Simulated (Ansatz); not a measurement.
How AlP answers to pressure

```cif
data_structure
_symmetry_space_group_name_H-M 'F-43m'
_symmetry_Int_Tables_number 216
_cell_length_a 5.4510
_cell_length_b 5.4510
_cell_length_c 5.4510
_cell_angle_alpha 90.000
_cell_angle_beta 90.000
_cell_angle_gamma 90.000
_cell_volume 161.97
loop_
_atom_site_label
_atom_site_type_symbol
_atom_site_symmetry_multiplicity
_atom_site_Wyckoff_symbol
_atom_site_fract_x
_atom_site_fract_y
_atom_site_fract_z
_atom_site_occupancy
Al1 Al 4 a 0.00000 0.00000 0.00000 1
P1 P 4 c 0.25000 0.25000 0.25000 1
```

The runs use the primitive cell with vectors (0.000, 2.725, 2.725), (2.725, 0.000, 2.725), (2.725, 2.725, 0.000) Å, to which the k mesh refers.

The cell is COD entry 9008831, as deposited and not checked against the literature; nothing was relaxed. It is an old determination, and later ones may differ.

Theory: DFT, PBE, all-electron LAPW, scalar-relativistic in Ansatz 0.2.0.

Numerical set-up: a Γ-centred 12×12×12 k mesh, Fermi–Dirac smearing of 0.03 eV, basis error target 0.5 meV/atom, no spin polarisation.

The cell is scaled evenly with fractional coordinates held. Semilocal gaps are too small, but their slopes carry over better.

| V/V(cell) | P (GPa) | gap on the k mesh (eV) |
| --- | --- | --- |
| 0.9750 | 5.17 | 1.520 |
| 1.0000 | 2.68 | 1.572 |
| 1.0250 | 0.49 | 1.620 |
| 1.0500 | -1.45 | 1.664 |

Q: From the rows at 0.9750 and 1.0250, what is the bulk modulus at the cell's volume?

A: B = −ΔP/Δln V = −[(0.49) − (5.17)]/0.05001 = 93.6 GPa.

Q: What are the gap's volume deformation potential and pressure coefficient?

A: dEg/dln V = (1.620 − 1.520)/0.05001 = 2.00 eV, and dEg/dP = −(dEg/dln V)/B = -21 meV/GPa: pressure narrows the gap.

Q: Predict the row at V/V(cell) = 0.9500. How far is a linear estimate of P off?

A: P = 7.99 GPa, gap 1.464 eV. The linear estimate P(cell) − B ln(V/V(cell)) = 7.48 GPa misses by 0.51 GPa, since the modulus grows under compression.
